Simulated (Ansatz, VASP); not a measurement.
# Two plane-wave programs on C3N

```
C N
1.0
     2.75425    0.00000    0.00000
     0.00000    2.75425    0.00000
     0.00000    0.00000    4.34134
C N
3 1
Direct
  0.50000 0.50000 0.84102
  0.00000 0.00000 0.50000
  0.50000 0.50000 0.15898
  0.00000 0.00000 0.00000
```

Change from the starting cell: species swapped into the Ho3Mg type (P4/mmm, No. 123).

Alike in both runs: functional PBE; k mesh 16 × 16 × 10; occupations gaussian, width 0.1 eV; no spin polarisation.

Ansatz relaxed the structure, and its values are those at the end. VASP's run is a single point on that final structure, the one shown.

|  | VASP | Ansatz |
| --- | --- | --- |
| version | VASP 6.6.1 | Ansatz 0.2.0 |
| potentials or method | VASP PAW PBE potentials, release 64 (C, N) | scalar-relativistic, plane waves, PAW |
| plane-wave cutoff (eV) | 520 | 420 |
| valence electrons in the cell | 17 | 17 |

Ansatz gave:

```
gap on the k mesh at the Fermi level (eV) : none
pressure (GPa)                            : 0.0
rms of the force components (eV/Å)        : 0.000
```

Q: Which values does VASP return?

A: gap on the k mesh at the Fermi level (eV): none; pressure (GPa): 0.2; rms of the force components (eV/Å): 0.037.

A gap of «none» marks a metal or a gap that the smearing closes.
